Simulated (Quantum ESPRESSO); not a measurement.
Crystal: Ni.

```
Ni
1.0
     0.00000    1.73757    1.73757
     1.73757    0.00000    1.73757
     1.73757    1.73757    0.00000
Ni
1
Direct
  0.00000 0.00000 0.00000
```

| Quantity | Value |
| --- | --- |
| Program | Quantum ESPRESSO 7.5 |
| Task | single point |
| Functional | PBE |
| Potentials or basis | SSSP 1.3 efficiency PBE |
| Cutoff | 748 eV |
| Density cutoff | 5987 eV |
| k mesh | 13 × 13 × 13 |
| Occupations | fermi-dirac, width 0.05 eV |
| Spin | collinear spin, ferromagnetic start |
| Starting moments | [1.0] μB |

On this cell: pressure 7.7 GPa; net moment 0.63 μB per cell; site moments Ni +0.67 μB; band gap on the k mesh none (metal or under the smearing width).

The same run follows on a disturbed copy (cell strained at random at fixed volume):

```xyz
1
Lattice="0.0165 1.7573 1.7682 1.7191 0.0163 1.7685 1.7145 1.7528 0.0210" Properties=species:S:1:pos:R:3 pbc="T T T"
Ni   -0.0366   -0.0460    0.0311
```

What does the disturbed cell give?

The energy (extrapolated to zero smearing) moves by +3.4 meV/atom; pressure 7.9 GPa; net moment 0.63 μB per cell; site moments Ni +0.67 μB; band gap on the k mesh none (metal or under the smearing width).

Stress tensor (GPa, compression positive):
```
 9.85 -1.13 -1.92
-1.13  7.31 -1.61
-1.92 -1.61  6.42
```
